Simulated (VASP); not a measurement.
Crystal: ZnS (Wurtzite-2H).

```xyz
4
Lattice="3.8110 0.0000 0.0000 -1.9055 3.3004 0.0000 0.0000 0.0000 6.2340" Properties=species:S:1:pos:R:3 pbc="T T T"
Zn    1.9055    1.1001    3.1170
Zn    0.0000    2.2003    0.0000
S     1.9055    1.1001    5.5171
S     0.0000    2.2003    2.4001
```

- Program: VASP 6.6.1
- Task: relaxation of cell and atoms
- Functional: PBE
- Potentials or basis: VASP PAW PBE potentials, release 64 (Zn_sv_GW, S_GW)
- Cutoff: 680 eV
- k mesh: 8 × 8 × 5
- Occupations: fermi-dirac, width 0.05 eV
- Spin: no spin polarisation

At the start: pressure 3.8 GPa; volume 19.60 Å³/atom.

**Question.** Where does the relaxation end?

**Answer.** Over 12 steps the energy falls by 8.3 meV/atom and the volume is 20.08 Å³/atom (+2.4 %); space group P6_3mc (No. 186, to 0.05 Å).

Step by step:
```tsv
step	energy change (eV)	largest force (eV/Å)	pressure (GPa)	volume (Å³)
1	0.0000	0.3233	3.77	78.41
2	0.0022	0.0707	-2.16	83.76
3	-0.0223	0.2098	-0.48	80.57
4	-0.0287	0.0912	0.84	80.32
5	-0.0291	0.0809	0.31	80.29
6	-0.0294	0.0653	-0.31	80.22
7	-0.0287	0.0208	0.00	80.10
8	-0.0293	0.0395	-0.10	80.19
9	-0.0315	0.0112	0.69	79.95
10	-0.0318	0.0107	0.97	79.78
11	-0.0318	0.0069	0.66	79.84
12	-0.0331	0.0052	-0.07	80.31
```

Final structure:
```
CELL_PARAMETERS angstrom
3.83800 0.00000 0.00000
-1.91900 3.32380 0.00000
0.00000 0.00000 6.29535
ATOMIC_POSITIONS crystal
Zn 0.66667 0.33333 0.50532
Zn 0.33333 0.66667 0.00532
S 0.66667 0.33333 0.87968
S 0.33333 0.66667 0.37968
```
